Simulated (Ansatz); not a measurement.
Crystal: CdSe (Cadmoselite).

```xyz
4
Lattice="4.3000 0.0000 0.0000 -2.1500 3.7239 0.0000 0.0000 0.0000 7.0200" Properties=species:S:1:pos:R:3 pbc="T T T"
Cd    2.1500    1.2413    3.5100
Cd    0.0000    2.4826    0.0000
Se    2.1500    1.2413    6.2127
Se    0.0000    2.4826    2.7027
```

| Item | Value |
| --- | --- |
| Program | Ansatz 0.2.0 |
| Task | relaxation of cell and atoms |
| Functional | BLYP |
| Potentials or basis | Ansatz PAW |
| Cutoff | 420 eV (not typed: the program's choice for these potentials) |
| k mesh | 7 × 7 × 4 |
| Occupations | fermi-dirac, width 0.05 eV |
| Spin | no spin polarisation |

At the start: volume 28.10 Å³/atom.

Task: How do energy, volume and symmetry change on relaxing?

Result: It ends after 5 steps and the volume is 31.58 Å³/atom (+12.4 %); space group P6_3mc (No. 186, to 0.05 Å).

Step by step:
| step | energy change (eV) | largest force (eV/Å) | volume (Å³) |
| --- | --- | --- | --- |
| 1 | 0.0000 | 0.3045 | 112.41 |
| 2 | -0.2356 | 0.0671 | 129.11 |
| 3 | -0.2439 | 0.0334 | 126.93 |
| 4 | -0.2447 | 0.0006 | 126.33 |
| 5 | -0.2466 | 0.0006 | 126.33 |

Final structure:
```
Cd Se
1.0
     4.46789    0.00000    0.00000
    -2.23395    3.86931    0.00000
     0.00000    0.00000    7.30753
Cd Se
2 2
Direct
  0.66667 0.33333 0.50484
  0.33333 0.66667 0.00484
  0.66667 0.33333 0.88016
  0.33333 0.66667 0.38016
```

Caveat: the plane-wave basis is chosen anew once the cell has moved, so the energies of steps on either side of that aren't comparable; the volume moved by +12 % from the deposited cell, more than functionals usually miss; the PAW data sets come from PBE, with cores solved anew for the run's functional, which leaves a small shift of forces and pressure.
